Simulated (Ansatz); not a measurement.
Computed with DFT PBE, scalar-relativistic, plane waves, PAW in Ansatz. All cells share a 420 eV cutoff and Γ-centred k meshes spaced at most about 0.3 Å⁻¹ (about 0.25 or finer for metals, 2π included). No spin polarisation in the final relaxations.

These are static total energies at zero pressure.

Two relaxed structures of P:

A.

```cif
data_structure
_symmetry_space_group_name_H-M 'Cmme'
_symmetry_Int_Tables_number 67
_cell_length_a 4.8410
_cell_length_b 4.8742
_cell_length_c 5.1419
_cell_angle_alpha 90.000
_cell_angle_beta 90.000
_cell_angle_gamma 90.000
_cell_volume 121.33
loop_
_atom_site_label
_atom_site_type_symbol
_atom_site_symmetry_multiplicity
_atom_site_Wyckoff_symbol
_atom_site_fract_x
_atom_site_fract_y
_atom_site_fract_z
_atom_site_occupancy
P1 P 4 g 0.50000 0.25000 0.43167 1
P2 P 4 c 0.50000 0.00000 0.00000 1
```

B.

```cif
data_structure
_symmetry_space_group_name_H-M 'R-3m:H'
_symmetry_Int_Tables_number 166
_cell_length_a 3.4810
_cell_length_b 3.4810
_cell_length_c 9.2034
_cell_angle_alpha 90.000
_cell_angle_beta 90.000
_cell_angle_gamma 120.000
_cell_volume 96.58
loop_
_atom_site_label
_atom_site_type_symbol
_atom_site_symmetry_multiplicity
_atom_site_Wyckoff_symbol
_atom_site_fract_x
_atom_site_fract_y
_atom_site_fract_z
_atom_site_occupancy
P1 P 6 c 0.33333 0.66667 0.93729 1
```

Problem. Which is lower in energy, and by how much?

Solution. B is lower, by 0.33 eV/atom. A has space group Cmme (No. 67), 15.2 Å³/atom and no gap on its mesh; B has space group R-3m (No. 166), 16.1 Å³/atom and no gap. Counting all near atoms (those within 1.25 times the shortest such distance or 1.15 times the sum of covalent radii; a plus sign parts nearer from farther groups), A has P 6 and B has P 3+3. In A, P on a site of symmetry mm2 has 6 P at 2.52–2.54 Å; P on a site of symmetry 2/m has 6 P at 2.42–2.53 Å. In B, P is surrounded by 3 P at 2.32 Å and 3 P at 2.77 Å. Both come from invented guesses. The part of the Crystallography Open Database at hand lists P in space groups No. 2, 13, 64, 123; no cell shown has one of them.

No dispersion correction is applied, so the spacing and binding between layers, chains or molecules are poorly described (R-3m), and this can change margins and order among such cells. Cells relaxed within their symmetry can be saddle points. The R-3m cell of P came from shaking the Cmme one.

The R-3m cell, lower by 0.33 eV/atom, is the arsenic-type structure, which phosphorus is known to adopt under pressure. Its advantage probably comes from a Peierls-type distortion. With three p electrons per atom, phosphorus favours three two-centre bonds and a lone pair, and the split into contacts of 2.32 Å and 2.77 Å moves towards that arrangement. The Cmme cell instead spreads the same electrons over six nearly equal contacts, all longer than a normal single bond, which suggests delocalised, electron-deficient bonding. The distortion is incomplete in R-3m, where the longer contacts still couple the layers electronically, consistent with the absence of a gap.

Cmme is the denser cell, so compression would reduce its enthalpy disadvantage, though this alone doesn't establish a pressure range in which it is stable. Nor does the ordering identify the ground state of phosphorus: black phosphorus, the stable form at ambient conditions, belongs to space group No. 64 and is not part of the comparison.
